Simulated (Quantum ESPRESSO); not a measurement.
# SnSe2: zone-centre phonons under several settings

```
Sn Se
1.0
     3.81100    0.00000    0.00000
    -1.90550    3.30042    0.00000
     0.00000    0.00000    6.13600
Sn Se
1 2
Direct
  0.00000 0.00000 0.00000
  0.66667 0.33333 0.75100
  0.33333 0.66667 0.24900
```

All runs used Quantum ESPRESSO 7.5; potentials GBRV 1.5 PBEsol; given cell; no spin polarisation; cutoff 925 eV; occupations smeared at first, fixed for the response.

```csv
level,k mesh (s: shifted),pressure (GPa),lowest optical mode without the field (cm⁻¹),highest optical mode without the field (cm⁻¹)
PBEsol,2 × 2 × 2s,7.7,94,248
PBEsol,4 × 4 × 2s,?,?,?
PBEsol,6 × 6 × 4s,2.5,128,254
PBEsol,8 × 8 × 6s,2.5,129,254
```

Q: What stands in the row left open?

A: Pressure 2.9 GPa; lowest optical mode without the field 121 cm⁻¹; highest optical mode without the field 254 cm⁻¹.

Caveats: some runs use coarse meshes; the atoms weren't relaxed first, which shifts the frequencies; this functional lacks dispersion, which binds the layers, so the pressure and a relaxed spacing across them are unreliable; the cell is more than 3 GPa from zero pressure, which shifts response properties (some runs).

For the row left open. Caveat: the k mesh is coarse (spacing up to 0.51 Å⁻¹), so the values aren't converged; the atoms weren't relaxed first, which shifts the frequencies; this functional lacks dispersion, which binds the layers, so the pressure and a relaxed spacing across them are unreliable.
